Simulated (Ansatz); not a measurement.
Crystal: Si2Mo.

```xyz
3
Lattice="-1.6000 1.6000 3.9305 1.6000 -1.6000 3.9305 1.6000 1.6000 -3.9305" Properties=species:S:1:pos:R:3 pbc="T T T"
Mo    0.0000    0.0000    0.0000
Si    0.0000    0.0000    5.2433
Si    0.0000    0.0000    2.6177
```

Base run:

| Item | Value |
| --- | --- |
| Program | Ansatz 0.2.0 |
| Functional | PBE |
| Potentials or basis | Ansatz PAW |
| Cutoff | 420 eV (not typed: the program's choice for these potentials) |
| k mesh | 12 × 12 × 12 |
| Occupations | fermi-dirac, width 0.05 eV |
| Spin | no spin polarisation |
| Hubbard terms | Mo d U = 2 eV |

Its results: band gap on the k mesh none (metal or under the smearing width); pressure 1.7 GPa; largest force 0.406 eV/Å.

Problem. The run is repeated on the same cell with these changes: hubbard terms from Mo d U = 2 eV to Mo d U = 6 eV. What comes out?

Solution. Band gap on the k mesh none (metal or under the smearing width); pressure 1.2 GPa; largest force 0.692 eV/Å.

Caveats: U without spin polarisation on a metal has little footing; the U is typed as a test and isn't derived for this compound; the density of states is complete only up to the lowest level of the last band computed.
